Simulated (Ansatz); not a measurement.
S started on a Pb site in rocksalt PbS, 64 atoms, charge −2

All numbers come from Ansatz (PAW, plane waves, no spin–orbit coupling) at the single k point (¼, ¼, ¼) without its symmetry partners. The atoms were relaxed with PBEsol in a fixed cell; other functionals are single points on those atoms unless said otherwise. The valence top and gap of the host come from its small cell on a dense mesh, with the band extrema sought between the mesh points, lined up by the mean potential, PBEsol gap 0.19 eV, HSE06 gap 0.71 eV. The charge correction uses an assumed dielectric constant of 170.

Relaxed structure:

```cif
data_structure
_symmetry_space_group_name_H-M 'P 1'
_symmetry_Int_Tables_number 1
_cell_length_a 11.8000
_cell_length_b 11.8000
_cell_length_c 11.8000
_cell_angle_alpha 90.000
_cell_angle_beta 90.000
_cell_angle_gamma 90.000
_cell_volume 1643.03
loop_
_atom_site_label
_atom_site_type_symbol
_atom_site_fract_x
_atom_site_fract_y
_atom_site_fract_z
_atom_site_occupancy
S1 S 0.24654 0.00038 0.99942 1
S2 S 0.24647 0.00224 0.49945 1
S3 S 0.24575 0.50039 0.99775 1
S4 S 0.25791 0.50237 0.49726 1
S5 S 0.74720 0.99804 0.00018 1
S6 S 0.74780 0.98999 0.49993 1
S7 S 0.74688 0.49808 0.00913 1
S8 S 0.78376 0.46989 0.52321 1
S9 S 0.99682 0.24888 0.00249 1
S10 S 0.99725 0.24425 0.50255 1
S11 S 0.99664 0.74945 0.99924 1
S12 S 0.00208 0.74596 0.49890 1
S13 S 0.49673 0.24925 0.00042 1
S14 S 0.49656 0.25467 0.50024 1
S15 S 0.49625 0.75136 0.99581 1
S16 S 0.49355 0.76624 0.49517 1
S17 S 0.99705 0.00063 0.24998 1
S18 S 0.99665 0.99702 0.75063 1
S19 S 0.99982 0.50119 0.25443 1
S20 S 0.99654 0.49717 0.75579 1
S21 S 0.49678 0.00248 0.24788 1
S22 S 0.49650 0.99808 0.74984 1
S23 S 0.49241 0.50254 0.23369 1
S24 S 0.49634 0.49843 0.74624 1
S25 S 0.62575 0.53551 0.47599 1
S26 S 0.24611 0.25152 0.25011 1
S27 S 0.24715 0.24923 0.75072 1
S28 S 0.24748 0.75246 0.24768 1
S29 S 0.24633 0.74977 0.74880 1
S30 S 0.74594 0.25003 0.25434 1
S31 S 0.74759 0.24336 0.75559 1
S32 S 0.74782 0.75162 0.24706 1
S33 S 0.74624 0.74435 0.74890 1
Pb1 Pb 0.99736 0.99997 0.00073 1
Pb2 Pb 0.99845 0.99893 0.50051 1
Pb3 Pb 0.99803 0.49986 0.00281 1
Pb4 Pb 0.02346 0.50281 0.49957 1
Pb5 Pb 0.49718 0.00056 0.99880 1
Pb6 Pb 0.49725 0.00533 0.49938 1
Pb7 Pb 0.49661 0.49999 0.99482 1
Pb8 Pb 0.24914 0.25204 0.00083 1
Pb9 Pb 0.25678 0.25632 0.50082 1
Pb10 Pb 0.24892 0.74988 0.99848 1
Pb11 Pb 0.25292 0.75021 0.49868 1
Pb12 Pb 0.74550 0.24962 0.00391 1
Pb13 Pb 0.74337 0.23758 0.50257 1
Pb14 Pb 0.74538 0.74728 0.99986 1
Pb15 Pb 0.73708 0.74207 0.49829 1
Pb16 Pb 0.24902 0.00279 0.25115 1
Pb17 Pb 0.24951 0.00024 0.74882 1
Pb18 Pb 0.25266 0.50258 0.25132 1
Pb19 Pb 0.25688 0.50012 0.74656 1
Pb20 Pb 0.74561 0.99981 0.25155 1
Pb21 Pb 0.74568 0.99552 0.75002 1
Pb22 Pb 0.73332 0.50287 0.26152 1
Pb23 Pb 0.74599 0.49620 0.75855 1
Pb24 Pb 0.99651 0.25375 0.25511 1
Pb25 Pb 0.99739 0.25013 0.75016 1
Pb26 Pb 0.99725 0.74874 0.25169 1
Pb27 Pb 0.99664 0.74598 0.74757 1
Pb28 Pb 0.49710 0.25943 0.25612 1
Pb29 Pb 0.49840 0.25625 0.74419 1
Pb30 Pb 0.49664 0.74839 0.25151 1
Pb31 Pb 0.49734 0.74286 0.74018 1
```

Chemical potentials μ are those of reference phases of the elements at zero temperature by the same functional (the usual solids, diamond for C, grey Sn, and the molecules H2, N2, O2, F2, Cl2, Br2 and S8).

| functional | E(defect) − E(host) − Σ nμ + q·E_VBM (eV) | monopole (eV) | alignment (eV) | formation energy at E_F = VBM (eV) | moment (μB) | wall time, shared host |
| --- | --- | --- | --- | --- | --- | --- |
| PBEsol | 2.07 | 0.04 | 0.19 | 2.30 | 0 (no spin) | 11 s on NVIDIA GB200 (relaxation) |
| HSE06 | 2.67 | 0.04 | 0.20 | 2.91 | 0 (no spin) | 31 s on NVIDIA GB200 |

How does the monopole term follow by hand for this cubic cell?

q²·α·e²/(4πε₀)/(2εL) with the Madelung constant α = 2.837 and e²/4πε₀ = 14.40 eV·Å: 4 × 2.837 × 14.40 / (2 × 170 × 11.800) = 0.04 eV.

All elements are taken at their own reference at once; growth conditions in equilibrium with the host shift these energies, by up to the host's formation enthalpy.

One k point and a cell of this size can leave errors of several tenths of an eV in such numbers.
